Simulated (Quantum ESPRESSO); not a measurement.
# CoSi (P2_13) in Quantum ESPRESSO: further runs

One crystal, CoSi, is run at these levels: PBE; tasks: single point, equation of state.

Program: Quantum ESPRESSO 7.5. These are calculated values, not measurements. Logs are shortened: lines on timing, memory, paths and dates and some standing lists are left out, and cuts for length are marked.

**1. The structure**

Symmetry: P2_13, No. 198, cubic system. The conventional cell has a = 4.438 Å, b = 4.438 Å, c = 4.438 Å, α = 90.00°, β = 90.00°, γ = 90.00°. Around Co (site symmetry 3) lie 7 Si at 2.28 to 2.47 Å. Si (site symmetry 3) is surrounded by 7 Co at 2.28 to 2.47 Å.

**2. Single point, PBE, collinear spin, ferromagnetic start, 10.27 Å³/atom**

Input file pw.in:

```
&CONTROL
  calculation = 'scf'
  prefix = 'pwscf'
  outdir = './tmp'
  pseudo_dir = './pseudo'
  tprnfor = .true.
  tstress = .true.
  disk_io = 'nowf'
/
&SYSTEM
  ibrav = 0
  nat = 8
  ntyp = 2
  ecutwfc = 96
  nbnd = 58
  occupations = 'smearing'
  smearing = 'fd'
  degauss = 0.00367493
  nspin = 2
  starting_magnetization(1) = 0.1176
  starting_magnetization(2) = 0
/
&ELECTRONS
  conv_thr = 1.6d-09
  electron_maxstep = 120
  mixing_beta = 0.3
/
ATOMIC_SPECIES
Co    58.9332 Co.upf
Si    28.0850 Si.upf
CELL_PARAMETERS angstrom
   4.3474031505    0.0000000000    0.0000000000
   0.0000000000    4.3474031505    0.0000000000
   0.0000000000    0.0000000000    4.3474031505
ATOMIC_POSITIONS crystal
Co     0.8600000000    0.6400000000    0.3600000000
Co     0.6400000000    0.3600000000    0.8600000000
Co     0.3600000000    0.8600000000    0.6400000000
Co     0.1400000000    0.1400000000    0.1400000000
Si     0.1570000000    0.3430000000    0.6570000000
Si     0.3430000000    0.6570000000    0.1570000000
Si     0.6570000000    0.1570000000    0.3430000000
Si     0.8430000000    0.8430000000    0.8430000000
K_POINTS automatic
3 3 3 0 0 0
```

Potentials or basis: PseudoDojo 0.4.1 SR PBE standard.

On the command line:

```console
> OMP_NUM_THREADS=1 pw.x -in pw.in > pw.out
```

pw.out:

```text
This program is part of the open-source Quantum ESPRESSO suite
     for quantum simulation of materials; please cite
[... 6 lines left out ...]
     using ibrav=0 with symmetry is DISCOURAGED, use correct ibrav instead

     G-vector sticks info
     --------------------
     sticks:   dense  smooth     PW     G-vecs:    dense   smooth      PW
     Sum        2069    2069    561                70415    70415   10059

     Using Slab Decomposition

     bravais-lattice index     =            0
     lattice parameter (alat)  =       8.2154  a.u.
     unit-cell volume          =     554.4806 (a.u.)^3
     number of atoms/cell      =            8
     number of atomic types    =            2
     number of electrons       =        84.00
     number of Kohn-Sham states=           58
     kinetic-energy cutoff     =      96.0000  Ry
     charge density cutoff     =     384.0000  Ry
     scf convergence threshold =      1.6E-09
     mixing beta               =       0.3000
     number of iterations used =            8  plain     mixing
     Exchange-correlation= PBE
                           (   1   4   3   4   0   0   0)

     celldm(1)=   8.215401  celldm(2)=   0.000000  celldm(3)=   0.000000
     celldm(4)=   0.000000  celldm(5)=   0.000000  celldm(6)=   0.000000

     crystal axes: (cart. coord. in units of alat)
               a(1) = (   1.000000   0.000000   0.000000 )
               a(2) = (   0.000000   1.000000   0.000000 )
               a(3) = (   0.000000   0.000000   1.000000 )

     reciprocal axes: (cart. coord. in units 2 pi/alat)
               b(1) = (  1.000000  0.000000  0.000000 )
               b(2) = (  0.000000  1.000000  0.000000 )
               b(3) = (  0.000000  0.000000  1.000000 )

     PseudoPot. # 1 for Co read from file:
     Co.upf
     Pseudo is Norm-conserving + core correction, Zval = 17.0
     Generated using ONCVPSP code by D. R. Hamann
     Using radial grid of 1388 points,  6 beta functions with:
                l(1) =   0
                l(2) =   0
                l(3) =   1
                l(4) =   1
                l(5) =   2
                l(6) =   2

     PseudoPot. # 2 for Si read from file:
     Si.upf
     Pseudo is Norm-conserving + core correction, Zval =  4.0
     Generated using ONCVPSP code by D. R. Hamann
     Using radial grid of 1510 points,  6 beta functions with:
                l(1) =   0
                l(2) =   0
                l(3) =   1
                l(4) =   1
                l(5) =   2
                l(6) =   2

     atomic species   valence    mass     pseudopotential
     Co               17.00    58.93320     Co( 1.00)
     Si                4.00    28.08500     Si( 1.00)

     Starting magnetic structure
     atomic species   magnetization
     Co              0.118
     Si              0.000

     12 Sym. Ops. (no inversion) found ( 9 have fractional translation)

   Cartesian axes

     site n.     atom                  positions (alat units)
         1        Co     tau(   1) = (   0.8600000   0.6400000   0.3600000  )
         2        Co     tau(   2) = (   0.6400000   0.3600000   0.8600000  )
         3        Co     tau(   3) = (   0.3600000   0.8600000   0.6400000  )
         4        Co     tau(   4) = (   0.1400000   0.1400000   0.1400000  )
         5        Si     tau(   5) = (   0.1570000   0.3430000   0.6570000  )
         6        Si     tau(   6) = (   0.3430000   0.6570000   0.1570000  )
         7        Si     tau(   7) = (   0.6570000   0.1570000   0.3430000  )
         8        Si     tau(   8) = (   0.8430000   0.8430000   0.8430000  )

     number of k points=     4  Fermi-Dirac smearing, width (Ry)=  0.0037
                       cart. coord. in units 2pi/alat
        k(    1) = (   0.0000000   0.0000000   0.0000000), wk =   0.0370370
        k(    2) = (   0.0000000   0.0000000   0.3333333), wk =   0.2222222
        k(    3) = (   0.0000000   0.3333333   0.3333333), wk =   0.4444444
        k(    4) = (   0.3333333   0.3333333   0.3333333), wk =   0.2962963

     Dense  grid:    70415 G-vectors     FFT dimensions: (  54,  54,  54)

     Generating pointlists ...
     new r_m :   0.2122 (alat units)  1.7433 (a.u.) for type    1
     new r_m :   0.2122 (alat units)  1.7433 (a.u.) for type    2

     Initial potential from superposition of free atoms

     starting charge      83.9964, renormalised to      84.0000
     Starting wfcs are   56 randomized atomic wfcs +    2 random wfcs

     Self-consistent Calculation

     iteration #  1     ecut=    96.00 Ry     beta= 0.30
     Davidson diagonalization with overlap
     ethr =  1.00E-02,  avg # of iterations =  4.1

     Threshold (ethr) on eigenvalues was too large:
     Diagonalizing with lowered threshold

     Davidson diagonalization with overlap
     ethr =  9.31E-04,  avg # of iterations =  1.0

     total energy              =   -1258.28117376 Ry
     estimated scf accuracy    <       0.75898225 Ry

[... 100 lines left out ...]
    13.9501  14.1190  14.8030  14.9381  15.0642  15.1325  15.2235  15.2958
    15.4662  15.7911  16.0002  16.5355  16.9523  17.1173  17.3294  17.4266
    17.7126  17.8361  19.0623  19.6264  19.8468  20.0369  21.2717  22.1887
    22.5299  22.6667  23.1487  24.0721  24.2195  24.4345  24.6162  25.5239
    26.8304  27.7047

          k = 0.0000 0.3333 0.3333 (  8810 PWs)   bands (ev):

   -76.8162 -76.8124 -76.8060 -76.8047 -40.2004 -40.1936 -40.1751 -40.1604
   -40.1518 -40.1442 -40.1156 -40.1000 -40.0799 -40.0748 -40.0704 -40.0644
     5.5982   7.4216   8.4636   9.9609  12.0496  12.2186  13.0915  13.3700
    13.9482  14.1954  14.3920  14.6689  15.0686  15.2902  15.4593  15.6860
    15.7621  15.9859  16.2533  16.5386  16.6557  16.7265  17.1306  17.2351
    17.6626  17.9805  18.9660  19.5603  20.4321  20.6499  20.9645  21.2303
    21.8576  22.3597  22.9817  23.4183  25.9317  26.2034  26.8378  27.3822
    27.8318  28.5810

          k = 0.3333 0.3333 0.3333 (  8826 PWs)   bands (ev):

   -76.8142 -76.8117 -76.8073 -76.8060 -40.1976 -40.1923 -40.1806 -40.1706
   -40.1454 -40.1359 -40.1188 -40.1060 -40.0782 -40.0726 -40.0683 -40.0647
     6.3705   7.8456   8.5747   9.6426  10.3361  11.3343  12.3605  13.1581
    14.0962  14.5108  14.7057  14.8597  15.0338  15.2562  15.2584  15.4549
    15.9900  16.2558  16.4923  16.5888  16.6144  16.8455  16.8611  17.0441
    17.6820  17.8883  18.4354  18.8778  20.9666  22.1735  22.2497  22.8362
    22.8712  22.9781  24.1108  24.4664  24.9363  25.4732  26.1440  26.3095
    27.9761  28.6182

 ------ SPIN DOWN ----------

          k = 0.0000 0.0000 0.0000 (  8829 PWs)   bands (ev):

   -76.8214 -76.8060 -76.8060 -76.8060 -40.1945 -40.1945 -40.1945 -40.1403
   -40.1376 -40.1376 -40.1376 -40.0907 -40.0907 -40.0705 -40.0705 -40.0705
     3.9304   9.6384   9.6384   9.6384  12.3557  12.3557  12.3557  14.1048
    14.1048  14.1048  14.6658  14.7866  14.7866  15.0940  15.0940  15.0940
    15.5854  15.5854  15.5854  17.1573  17.1573  17.1573  17.2991  17.2991
    18.1453  18.1453  18.1453  20.8711  20.8711  20.8711  21.2574  21.2574
    21.9059  21.9059  21.9059  23.2834  24.4695  24.4695  24.4695  26.6653
    26.6653  26.6653

          k = 0.0000 0.0000 0.3333 (  8802 PWs)   bands (ev):

   -76.8184 -76.8118 -76.8051 -76.8041 -40.2033 -40.1991 -40.1738 -40.1525
   -40.1511 -40.1446 -40.1099 -40.0892 -40.0809 -40.0785 -40.0761 -40.0710
     4.7827   7.1013  10.1434  10.9506  11.5675  12.6031  12.7221  13.1197
    13.9501  14.1190  14.8030  14.9381  15.0642  15.1325  15.2235  15.2959
    15.4662  15.7911  16.0002  16.5355  16.9523  17.1173  17.3294  17.4266
    17.7126  17.8360  19.0623  19.6264  19.8468  20.0369  21.2717  22.1888
    22.5300  22.6667  23.1487  24.0722  24.2195  24.4346  24.6162  25.5240
    26.8305  27.7048

          k = 0.0000 0.3333 0.3333 (  8810 PWs)   bands (ev):

   -76.8162 -76.8124 -76.8060 -76.8047 -40.2004 -40.1937 -40.1751 -40.1604
   -40.1518 -40.1442 -40.1156 -40.1000 -40.0799 -40.0748 -40.0704 -40.0644
     5.5983   7.4217   8.4637   9.9610  12.0496  12.2186  13.0915  13.3700
    13.9482  14.1955  14.3921  14.6689  15.0686  15.2902  15.4593  15.6860
    15.7621  15.9859  16.2533  16.5386  16.6557  16.7265  17.1305  17.2351
    17.6625  17.9805  18.9660  19.5603  20.4321  20.6500  20.9645  21.2304
    21.8577  22.3597  22.9817  23.4183  25.9318  26.2035  26.8378  27.3823
    27.8318  28.5809

          k = 0.3333 0.3333 0.3333 (  8826 PWs)   bands (ev):

   -76.8143 -76.8118 -76.8074 -76.8060 -40.1976 -40.1923 -40.1806 -40.1706
   -40.1454 -40.1360 -40.1188 -40.1061 -40.0782 -40.0726 -40.0683 -40.0647
     6.3705   7.8456   8.5747   9.6426  10.3362  11.3344  12.3606  13.1582
    14.0963  14.5108  14.7057  14.8597  15.0338  15.2562  15.2584  15.4549
    15.9900  16.2558  16.4923  16.5888  16.6144  16.8455  16.8611  17.0441
    17.6820  17.8882  18.4354  18.8778  20.9666  22.1735  22.2497  22.8362
    22.8712  22.9781  24.1109  24.4664  24.9363  25.4732  26.1441  26.3096
    27.9762  28.6183

     the Fermi energy is    18.1910 ev

!    total energy              =   -1258.48004628 Ry
     estimated scf accuracy    <          6.9E-10 Ry
     smearing contrib. (-TS)   =      -0.00088460 Ry
     internal energy E=F+TS    =   -1258.47916168 Ry

     The total energy is F=E-TS. E is the sum of the following terms:
     one-electron contribution =    -672.10863718 Ry
     hartree contribution      =     396.68965220 Ry
     xc contribution           =    -238.07281521 Ry
     ewald contribution        =    -744.98736150 Ry

     total magnetization       =    -0.00 Bohr mag/cell
     absolute magnetization    =     0.00 Bohr mag/cell

     convergence has been achieved in  15 iterations

     Forces acting on atoms (cartesian axes, Ry/au):

     atom    1 type  1   force =    -0.01166217    0.01166217   -0.01166217
     atom    2 type  1   force =     0.01166217   -0.01166217   -0.01166217
     atom    3 type  1   force =    -0.01166217   -0.01166217    0.01166217
     atom    4 type  1   force =     0.01166217    0.01166217    0.01166217
     atom    5 type  2   force =    -0.00137919    0.00137919   -0.00137919
     atom    6 type  2   force =     0.00137919   -0.00137919   -0.00137919
     atom    7 type  2   force =    -0.00137919   -0.00137919    0.00137919
     atom    8 type  2   force =     0.00137919    0.00137919    0.00137919

     Total force =     0.040680     Total SCF correction =     0.000077

     Computing stress (Cartesian axis) and pressure

          total   stress  (Ry/bohr**3)                   (kbar)     P=      156.05
   0.00106078   0.00000000   0.00000000          156.05        0.00        0.00
   0.00000000   0.00106078   0.00000000            0.00      156.05        0.00
   0.00000000   0.00000000   0.00106078            0.00        0.00      156.05

=------------------------------------------------------------------------------=
   JOB DONE.
=------------------------------------------------------------------------------=
```

It took 1.9 min on 1 thread of Arm Neoverse V2, shared host; peak memory 0.21 GiB.

Results:

```
Free energy                                           : -17122.4933 eV
Pressure                                              : 15.6 GPa
Largest force                                         : 0.519 eV/Å
Band gap on the k mesh                                : none (metal or under the smearing width)
Net moment                                            : 0.00 μB per cell
Absolute moment                                       : 0.00 μB per cell
Valence electrons inside the program's atomic spheres : Co 15.24; Si 1.66
```

Caveat: the k mesh is coarse (spacing up to 0.48 Å⁻¹), so the values aren't converged; the starting moments collapsed, and a magnetic state may lie lower.

**3. Single point, PBE, collinear spin, ferromagnetic start, 10.49 Å³/atom**

Edit pw.in of step 2 so:

```diff
@@ -31,5 +31,5 @@
 CELL_PARAMETERS angstrom
-   4.3474031505    0.0000000000    0.0000000000
-   0.0000000000    4.3474031505    0.0000000000
-   0.0000000000    0.0000000000    4.3474031505
+   4.3780196744    0.0000000000    0.0000000000
+   0.0000000000    4.3780196744    0.0000000000
+   0.0000000000    0.0000000000    4.3780196744
 ATOMIC_POSITIONS crystal
```

Potentials or basis: PseudoDojo 0.4.1 SR PBE standard.

On the command line:

```console
> OMP_NUM_THREADS=1 pw.x -in pw.in > pw.out
```

Wall time 1.8 min (1 thread of Arm Neoverse V2, shared host); peak memory 0.21 GiB.

The run converged. Its results:

| Quantity | Value |
| --- | --- |
| Free energy | -17122.6313 eV |
| Pressure | 9.7 GPa |
| Largest force | 0.432 eV/Å |
| Band gap on the k mesh | none (metal or under the smearing width) |
| Net moment | 0.00 μB per cell |
| Absolute moment | 0.00 μB per cell |
| Valence electrons inside the program's atomic spheres | Co 15.26; Si 1.67 |

Caveat: the k mesh is coarse (spacing up to 0.48 Å⁻¹), so the values aren't converged; the starting moments collapsed, and a magnetic state may lie lower.

**4. Single point, PBE, collinear spin, ferromagnetic start, 10.71 Å³/atom**

Edit pw.in of step 3 so:

```diff
@@ -31,5 +31,5 @@
 CELL_PARAMETERS angstrom
-   4.3780196744    0.0000000000    0.0000000000
-   0.0000000000    4.3780196744    0.0000000000
-   0.0000000000    0.0000000000    4.3780196744
+   4.4082138676    0.0000000000    0.0000000000
+   0.0000000000    4.4082138676    0.0000000000
+   0.0000000000    0.0000000000    4.4082138676
 ATOMIC_POSITIONS crystal
```

On the command line:

```console
> OMP_NUM_THREADS=1 pw.x -in pw.in > pw.out
```

Run time: 1.9 min. Hardware: 1 thread of Arm Neoverse V2, shared host; peak memory 0.22 GiB.

It converged, with:

- Free energy: -17122.7088 eV
- Pressure: 4.5 GPa
- Largest force: 0.350 eV/Å
- Band gap on the k mesh: none (metal or under the smearing width)
- Net moment: 0.00 μB per cell
- Absolute moment: 0.00 μB per cell
- Valence electrons inside the program's atomic spheres: Co 15.28; Si 1.69

Caveat: the k mesh is coarse (spacing up to 0.48 Å⁻¹), so the values aren't converged; the starting moments collapsed, and a magnetic state may lie lower.

**5. Single point, PBE, collinear spin, ferromagnetic start, 10.93 Å³/atom**

Edit pw.in of step 4 so:

```diff
@@ -31,5 +31,5 @@
 CELL_PARAMETERS angstrom
-   4.4082138676    0.0000000000    0.0000000000
-   0.0000000000    4.4082138676    0.0000000000
-   0.0000000000    0.0000000000    4.4082138676
+   4.4380000000    0.0000000000    0.0000000000
+   0.0000000000    4.4380000000    0.0000000000
+   0.0000000000    0.0000000000    4.4380000000
 ATOMIC_POSITIONS crystal
```

On the command line:

```console
> OMP_NUM_THREADS=1 pw.x -in pw.in > pw.out
```

Wall time 2 min (1 thread of Arm Neoverse V2, shared host); peak memory 0.22 GiB.

The run converged. Its results:

* Free energy: -17122.7320 eV
* Pressure: -0.2 GPa
* Largest force: 0.274 eV/Å
* Band gap on the k mesh: none (metal or under the smearing width)
* Net moment: 0.00 μB per cell
* Absolute moment: 0.00 μB per cell
* Valence electrons inside the program's atomic spheres: Co 15.30; Si 1.70

Caveat: the k mesh is coarse (spacing up to 0.47 Å⁻¹), so the values aren't converged; the starting moments collapsed, and a magnetic state may lie lower.

**6. Single point, PBE, collinear spin, ferromagnetic start, 11.14 Å³/atom**

Edit pw.in of step 5 so:

```diff
@@ -31,5 +31,5 @@
 CELL_PARAMETERS angstrom
-   4.4380000000    0.0000000000    0.0000000000
-   0.0000000000    4.4380000000    0.0000000000
-   0.0000000000    0.0000000000    4.4380000000
+   4.4673915850    0.0000000000    0.0000000000
+   0.0000000000    4.4673915850    0.0000000000
+   0.0000000000    0.0000000000    4.4673915850
 ATOMIC_POSITIONS crystal
```

Potentials or basis: PseudoDojo 0.4.1 SR PBE standard.

On the command line:

```console
> OMP_NUM_THREADS=1 pw.x -in pw.in > pw.out
```

Wall time 2 min (1 thread of Arm Neoverse V2, shared host); peak memory 0.23 GiB.

It converged, with:

* Free energy: -17122.7068 eV
* Pressure: -4.4 GPa
* Largest force: 0.203 eV/Å
* Band gap on the k mesh: none (metal or under the smearing width)
* Net moment: 0.00 μB per cell
* Absolute moment: 0.00 μB per cell
* Valence electrons inside the program's atomic spheres: Co 15.32; Si 1.72

Caveat: the k mesh is coarse (spacing up to 0.47 Å⁻¹), so the values aren't converged; the starting moments collapsed, and a magnetic state may lie lower.

**7. Single point, PBE, collinear spin, ferromagnetic start, 11.36 Å³/atom**

Edit pw.in of step 6 so:

```diff
@@ -31,5 +31,5 @@
 CELL_PARAMETERS angstrom
-   4.4673915850    0.0000000000    0.0000000000
-   0.0000000000    4.4673915850    0.0000000000
-   0.0000000000    0.0000000000    4.4673915850
+   4.4964014342    0.0000000000    0.0000000000
+   0.0000000000    4.4964014342    0.0000000000
+   0.0000000000    0.0000000000    4.4964014342
 ATOMIC_POSITIONS crystal
```

On the command line:

```console
> OMP_NUM_THREADS=1 pw.x -in pw.in > pw.out
```

It took 2 min on 1 thread of Arm Neoverse V2, shared host; peak memory 0.23 GiB.

Results (log left out):

```
Free energy                                           : -17122.6381 eV
Pressure                                              : -8.2 GPa
Largest force                                         : 0.136 eV/Å
Band gap on the k mesh                                : none (metal or under the smearing width)
Net moment                                            : 0.00 μB per cell
Absolute moment                                       : 0.00 μB per cell
Valence electrons inside the program's atomic spheres : Co 15.34; Si 1.73
```

Caveat: the k mesh is coarse (spacing up to 0.47 Å⁻¹), so the values aren't converged; the starting moments collapsed, and a magnetic state may lie lower.

**8. Single point, PBE, collinear spin, ferromagnetic start, 11.58 Å³/atom**

Edit pw.in of step 7 so:

```diff
@@ -31,5 +31,5 @@
 CELL_PARAMETERS angstrom
-   4.4964014342    0.0000000000    0.0000000000
-   0.0000000000    4.4964014342    0.0000000000
-   0.0000000000    0.0000000000    4.4964014342
+   4.5250417059    0.0000000000    0.0000000000
+   0.0000000000    4.5250417059    0.0000000000
+   0.0000000000    0.0000000000    4.5250417059
 ATOMIC_POSITIONS crystal
```

On the command line:

```console
> OMP_NUM_THREADS=1 pw.x -in pw.in > pw.out
```

Wall time 2.3 min (1 thread of Arm Neoverse V2, shared host); peak memory 0.24 GiB.

The run converged. Its results:

| Property | Result |
| --- | --- |
| Free energy | -17122.5307 eV |
| Pressure | -11.5 GPa |
| Largest force | 0.095 eV/Å |
| Band gap on the k mesh | none (metal or under the smearing width) |
| Net moment | 0.00 μB per cell |
| Absolute moment | 0.00 μB per cell |
| Valence electrons inside the program's atomic spheres | Co 15.35; Si 1.75 |

Caveat: the k mesh is coarse (spacing up to 0.46 Å⁻¹), so the values aren't converged; the starting moments collapsed, and a magnetic state may lie lower.

**9. Equation of state, PBE, collinear spin, ferromagnetic start**

Potentials or basis: PseudoDojo 0.4.1 SR PBE standard.

No new run: the results of the series are fitted here.

Results:

* Equilibrium volume: 10.92 Å³/atom
* Bulk modulus at fixed shape and positions: 223 GPa
* Pressure derivative of the bulk modulus: 4.6

Energy against volume, from the lowest point:
```csv
volume (Å³/atom),energy (meV/atom)
10.271,29.84
10.489,12.59
10.708,2.91
10.926,0.00
11.145,3.16
11.363,11.74
11.582,25.17
```

Caveat: the k mesh is coarse (spacing up to 0.47 Å⁻¹), so the values aren't converged; the cell was scaled at fixed shape and fractional positions, which overstates the stiffness of a crystal with free parameters, most of all of layers and chains.
